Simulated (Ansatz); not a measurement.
# Ti: enthalpy against pressure

Ti, P6_3/mmc, a = 2.938 Å, c = 4.651 Å. Ansatz: PBE, PAW, 420 eV, Γ-centred 18×18×10 mesh on 2 atoms, Gaussian smearing 0.10 eV; no spin polarisation. Cell and atoms are relaxed at each pressure, and no other structure is tried, so the rows at high pressure may lie past a change of phase. y is the enthalpy over the state at zero pressure; there V0 = 17.388 Å³/atom. The pressures are the targets, met within 0.06 GPa.

```tsv
P (GPa)	y (eV/atom)
-3.0	-0.3301
0.0	0.0000
3.0	0.3214
8.0	0.8401
15.0	1.5363
30.0	?
60.0	5.4540
```

**Question.** Fit y = c1 P + c2 P² + c3 P³ to the other rows, say what c1 and c2 mean, and predict the missing value.

**Answer.** Least squares on the rows shown. y = 0.10847 P − 0.00044193 P² + 2.4843×10⁻⁶ P³. Since dH/dP = V, c1 is V0: 0.10847 eV/GPa × 160.2 = 17.377 Å³ against 17.388; c2 = −V0/(2B0) gives B0 = 123 GPa, where a Birch–Murnaghan fit to the volumes of the same runs (not shown) gives 112 GPa: a cubic over this range folds the higher terms into c2. Above P = −c2/(3 c3) = 59 GPa the cubic's slope, the volume, would rise with pressure, so the form fails there. At P = 30.0 the fit asked for gives 2.9234 eV/atom. The run gave 2.9344 eV/atom, so the fit is 0.0110 eV/atom too low, 0.19 % of the span of the series, against an rms of 0.0004 eV/atom on the fitted rows. With a term in P⁴ added, a fit to the same known rows predicts 2.9399 eV/atom, a smaller miss on the other side.